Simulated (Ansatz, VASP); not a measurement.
## C in VASP and in Ansatz

```
C
1.0
     3.44521    0.00000    0.00000
     0.00000    3.44521    0.00000
     0.00000    0.00000    4.12560
C
4
Direct
  0.19979 0.50000 0.00000
  0.80021 0.50000 0.00000
  0.50000 0.19979 0.00000
  0.50000 0.80021 0.00000
```

Alike in both runs: functional PBE; k mesh 6 × 6 × 4; occupations gaussian, width 0.1 eV; no spin polarisation.

Ansatz relaxed the structure, and its values are those at the end. VASP's run is a single point on that final structure, the one shown.

|  | VASP | Ansatz |
| --- | --- | --- |
| version | VASP 6.6.1 | Ansatz 0.2.0 |
| potentials or method | VASP PAW PBE potentials, release 64 (C) | scalar-relativistic, plane waves, PAW |
| plane-wave cutoff (eV) | 520 | 420 |
| valence electrons in the cell | 16 | 16 |

|  | VASP | Ansatz | Ansatz less VASP |
| --- | --- | --- | --- |
| gap on the k mesh at the Fermi level (eV) | none | none | - |
| pressure (GPa) | 0.3 | 0.0 | -0.24 |
| rms of the force components (eV/Å) | 0.032 | 0.011 | -0.0216 |

A gap of «none» marks a metal or a gap that the smearing closes. With one functional, cell and mesh, what is left measures potentials, basis and numerics.

Caveats: the k mesh is coarse (spacing up to 0.38 Å⁻¹), so the values aren't converged; this functional lacks dispersion, which binds the layers, so the pressure and a relaxed spacing across them are unreliable.
